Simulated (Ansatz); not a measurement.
Write the native input for Ansatz 0.2.0 that does the following.

| Item | Value |
| --- | --- |
| Task | relaxation of cell and atoms |
| Functional | SVWN5 |
| Potentials or basis | Ansatz PAW |
| Cutoff | 420 eV (not typed: the program's choice for these potentials) |
| k mesh | 9 × 9 × 5 |
| Occupations | fermi-dirac, width 0.05 eV |
| Spin | no spin polarisation |

Crystal: TaS2.

```xyz
3
Lattice="3.3500 0.0000 0.0000 -1.6750 2.9012 0.0000 0.0000 0.0000 5.8600" Properties=species:S:1:pos:R:3 pbc="T T T"
Ta    0.0000    0.0000    0.0000
S     1.6750    0.9671    4.3950
S     0.0000    1.9341    1.4650
```

The input as run:

input.yaml

```yaml
crystal:
  lattice:
    - [3.35, 0.0, 0.0]
    - [-1.675, 2.9011851027, 0.0]
    - [0.0, 0.0, 5.86]
  atoms:
    - { symbol: Ta, position: [0.0, 0.0, 0.0] }
    - { symbol: S, position: [0.6666666667, 0.3333333333, 0.75] }
    - { symbol: S, position: [0.3333333333, 0.6666666667, 0.25] }
hamiltonian:
  xc: { exchange: slater, correlation: vwn5 }
  pseudopotentials: { kind: paw }
kpoints:
  mp_grid: { grid: [9, 9, 5] }
scf:
  occupations: { method: fermi_dirac, width: 0.05 }
output:
  forces: true
  stress: true
relax:
  f_tol: 0.01
  max_steps: 40
  cell: { stress_tol: 0.05 }
```

Potentials or basis: Ansatz PAW.

Run with:

```bash
$ ansatz run input.yaml --threads 2 --pin off --max-ram 5120MiB --backend cpu --events-out ev --progress --plain --runs-dir out
```

It gave:

- Relaxed volume: 17.93 Å³/atom
- Relaxed cell: a = 3.292 Å, b = 3.292 Å, c = 5.731 Å, α = 90.00°, β = 90.00°, γ = 120.00°
- Space group after relaxing (to 0.05 Å): P-3m1 (No. 164)
- Energy gained by relaxing: 22.1 meV/atom
- Ionic steps: 5
- Pressure after relaxing: 0.0 GPa

Caveat: the plane-wave basis is chosen anew once the cell has moved, so the energies of steps on either side of that aren't comparable; the PAW data sets come from PBE, with cores solved anew for the run's functional, which leaves a small shift of forces and pressure.

Run time: 30 s on 2 threads of Intel(R) Xeon(R) Processor @ 2.50GHz (Skylake/Cascade Lake), on a shared host, peak memory 0.38 GiB.
